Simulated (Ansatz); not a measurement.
# MgB2: the cost of one run

Method: DFT PBEsol, scalar-relativistic, plane waves, PAW, in Ansatz 0.2.0.

1 further run of the same task is left out (set aside as unsound or not needed).

**1. The structure to begin with**

The structure is hexagonal, space group P6/mmm (No. 191). The conventional cell has a = 3.065 Å, b = 3.065 Å, c = 3.495 Å, α = 90.00°, β = 90.00°, γ = 120.00°. Around Mg (site symmetry 6/mmm) lie 12 B at 2.49 Å. Around B (site symmetry -6m2) lie 3 B at 1.77 Å and 6 Mg at 2.49 Å.

Coordinates:

```cif
data_structure
_symmetry_space_group_name_H-M 'P 1'
_symmetry_Int_Tables_number 1
_cell_length_a 3.0647
_cell_length_b 3.0647
_cell_length_c 3.4950
_cell_angle_alpha 90.000
_cell_angle_beta 90.000
_cell_angle_gamma 120.000
_cell_volume 28.43
loop_
_atom_site_label
_atom_site_type_symbol
_atom_site_fract_x
_atom_site_fract_y
_atom_site_fract_z
_atom_site_occupancy
Mg1 Mg 0.00000 0.00000 0.00000 1
B1 B 0.33333 0.66667 0.50000 1
B2 B 0.66667 0.33333 0.50000 1
```

This cell was relaxed beforehand with the same method: volume 9.48 Å³/atom, gap on the mesh none (metal).

**2. Electronic structure at the relaxed geometry**

Contents of input.yaml:

```yaml
crystal:
  lattice:
    - [3.0647459417, 0.0, 0.0]
    - [-1.5323729709, 2.6541478417, 0.0]
    - [0.0, 0.0, 3.4950068826]
  atoms:
    - { symbol: Mg, position: [0.0, 0.0, 0.0] }
    - { symbol: B, position: [0.3333333333, 0.6666666667, 0.5] }
    - { symbol: B, position: [0.6666666667, 0.3333333333, 0.5] }
basis:
  ecutwfc: 420
kpoints:
  mp_grid: { grid: [18, 18, 12] }
  band_path:
    path:
      - [[0.0, 0.0, 0.0], [0.5, 0.0, 0.0], [0.33333333, 0.33333333, 0.0], [0.0, 0.0, 0.0], [0.0, 0.0, 0.5], [0.5, 0.0, 0.5], [0.33333333, 0.33333333, 0.5], [0.0, 0.0, 0.5]]
      - [[0.5, 0.0, 0.5], [0.5, 0.0, 0.0]]
      - [[0.33333333, 0.33333333, 0.5], [0.33333333, 0.33333333, 0.0]]
    npoints: 14
hamiltonian:
  xc: pbesol
scf:
  occupations: { method: gaussian, width: 0.1 }
  n_extra_bands: 7
output:
  forces: true
  stress: true
  eigenvalues: true
  populations: true
  dos: { projected: true, de: 0.02, nscf_kmesh: { grid: [27, 27, 18] } }
  bader: true
  write_density: true
  write_potential: true
  elf: true
  volumetric_format: npy
```

The run is started by

```bash
$ ansatz run input.yaml --threads 1 --pin off --max-ram 2560MiB --backend cpu --events-out ev --progress --plain --runs-dir out
```

Q: Estimate wall time and peak memory on 1 thread of Intel Xeon at 2.50GHz (Skylake/Cascade Lake), shared host.

About 87 s, with a peak of 0.46 GiB.
